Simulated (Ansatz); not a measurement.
NiO:

```
CELL_PARAMETERS angstrom
0.00000 2.08590 2.08590
2.08590 0.00000 2.08590
2.08590 2.08590 0.00000
ATOMIC_POSITIONS crystal
Ni 0.00000 0.00000 0.00000
O 0.50000 0.50000 0.50000
```

```yaml
Program: Ansatz 0.2.0
Task: relaxation of cell and atoms
Functional: RPBE
Potentials_or_basis: Ansatz PAW
Cutoff: "420 eV (not typed: the program's choice for these potentials)"
k_mesh: 11 × 11 × 11
Occupations: fermi-dirac, width 0.05 eV
Spin: collinear spin, ferromagnetic start
Starting_moments: "[1.0, 0.0] μB"
```

At the start: volume 9.08 Å³/atom.

Q: How do energy, volume and symmetry change on relaxing?

A: It ends after 7 steps and the volume is 9.76 Å³/atom (+7.5 %); space group Fm-3m (No. 225, to 0.05 Å); moment 1.93 μB per cell.

Step by step:
```
step  energy change (eV)  largest force (eV/Å)  volume (Å³)
   1              0.0000                0.0000        18.15
   2             -0.0335                0.0000        18.73
   3             -0.0460                0.0000        19.41
   4             -0.0459                0.0000        19.46
   5             -0.0532                0.0000        19.46
   6             -0.0531                0.0000        19.52
   7             -0.0533                0.0000        19.52
```

Final structure:
```
CELL_PARAMETERS angstrom
0.00000 2.13706 2.13706
2.13706 0.00000 2.13706
2.13706 2.13706 0.00000
ATOMIC_POSITIONS crystal
Ni 0.00000 0.00000 0.00000
O 0.50000 0.50000 0.50000
```

Caveat: the plane-wave basis is chosen anew once the cell has moved, so the energies of steps on either side of that aren't comparable; the pressure holds a Pulay correction of +0.6 GPa for the finite cutoff; a cell with one magnetic atom can't hold antiferromagnetic order, which such compounds often take; the PAW data sets come from PBE, with cores solved anew for the run's functional, which leaves a small shift of forces and pressure.
